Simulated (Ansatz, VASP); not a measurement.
# Two plane-wave programs on Te2Pt

```
Pt Te
1.0
     4.03818    0.00000    0.00000
    -2.01909    3.49716    0.00000
     0.00000    0.00000    5.31096
Pt Te
1 2
Direct
  0.00000 0.00000 0.00000
  0.33333 0.66667 0.25685
  0.66667 0.33333 0.74315
```

The cell was built by a generator and needn't be a form met in nature.

Alike in both runs: task single point; functional PBEsol; k mesh 6 × 6 × 4; occupations fermi-dirac, width 0.02 eV; no spin polarisation.

|  | VASP | Ansatz |
| --- | --- | --- |
| version | VASP 6.6.1 | Ansatz 0.2.0 |
| potentials or method | VASP PAW PBE potentials, release 64 (Pt, Te) | plane waves, PAW |
| plane-wave cutoff (eV) | 520 | 420 |
| valence electrons in the cell | 22 | 50 |

VASP gave:

- pressure (GPa): -1.4
- largest component of the traceless stress (GPa): 0.52
- rms of the force components (eV/Å): 0.023

Question: Estimate Ansatz's values.

Answer: Pressure (GPa): -1.3; largest component of the traceless stress (GPa): 0.54; rms of the force components (eV/Å): 0.026.

Atom by atom the forces differ by 0.003 eV/Å (rms over components). With one functional, cell and mesh, what is left measures potentials, basis and numerics. The two sets of potentials don't hold the same shells in valence.

Caveats: the PAW data sets were made with another functional, which shifts forces and pressure a little (VASP). Spin-orbit coupling is left out, which matters for the levels of Pt, Te.
